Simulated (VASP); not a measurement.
Wanted: the native input for a VASP 6.6.1 run.

* Task: single point
* Functional: PBEsol
* Potentials or basis: VASP PAW PBE potentials, release 64 (Ta_pv, S)
* Cutoff: 520 eV
* k mesh: 7 × 7 × 3
* Occupations: gaussian, width 0.05 eV
* Spin: collinear spin, ferromagnetic start
* Starting moments: [0.5, 0.0, 0.0] μB
* Fixed moment: 3 μB
* Hubbard terms: Ta d U = 5 eV
* Further INCAR settings: ALGO = Fast; EDIFF = 1e-07; NBANDS = 22

The structure of TaS2 lies in POSCAR:

```
TaS2
1.0
    3.3500014000      0.0000000000      0.0000000000
   -1.6750007000      2.9011863100      0.0000000000
    0.0000000000      0.0000000000      5.8599987400
Ta S
1 2
Direct
    0.0000000000      0.0000000000      0.0000000000
    0.3333333333      0.6666666667      0.2500000000
    0.6666666667      0.3333333333      0.7500000000
```

These files were run (other wordings do the same):

INCAR

```
  PREC = Accurate
  ENCUT = 520
  EDIFF = 1E-7
  ISMEAR = 0
  SIGMA = 0.05
  LREAL = False
  LASPH = True
  NELM = 80
  ALGO = Fast
  ISIF = 2
  LWAVE = False
  LCHARG = False
  ISPIN = 2
  MAGMOM = 0.5 0 0
  LORBIT = 11
  NUPDOWN = 3
  LMAXMIX = 4
  LDAU = True
  LDAUTYPE = 2
  LDAUL = 2 -1
  LDAUU = 5 0
  LDAUJ = 0 0
  LDAUPRINT = 1
  GGA = PS
  NBANDS = 22
```

KPOINTS

```
Automatic mesh
0
Gamma
  7 7 3
```

Potentials or basis: VASP PAW PBE potentials, release 64 (Ta_pv, S).

The run is started by

```sh
$ cat potpaw_PBE.64/Ta_pv/POTCAR potpaw_PBE.64/S/POTCAR > POTCAR
$ mpirun -np 1 vasp_std > vasp.out
```

Results of the run:

```yaml
Pressure: 18.1 GPa
Largest_force: 2.477 eV/Å
Net_moment: 3.00 μB per cell
Site_moments: Ta +1.26; S +0.38 μB
Valence_electrons_inside_the_program's_atomic_spheres: Ta 8.93; S 3.72
```

Caveat: the moment is held away from its start; the PAW data sets were made with another functional, which shifts forces and pressure a little; this functional lacks dispersion, which binds the layers, so the pressure and a relaxed spacing across them are unreliable; the total moment is fixed, so each spin has its own Fermi level.

Wall time 52 s on 1 thread of AMD EPYC 9R45 96-Core Processor (Zen 5), on a shared host, peak memory 0.2 GiB.
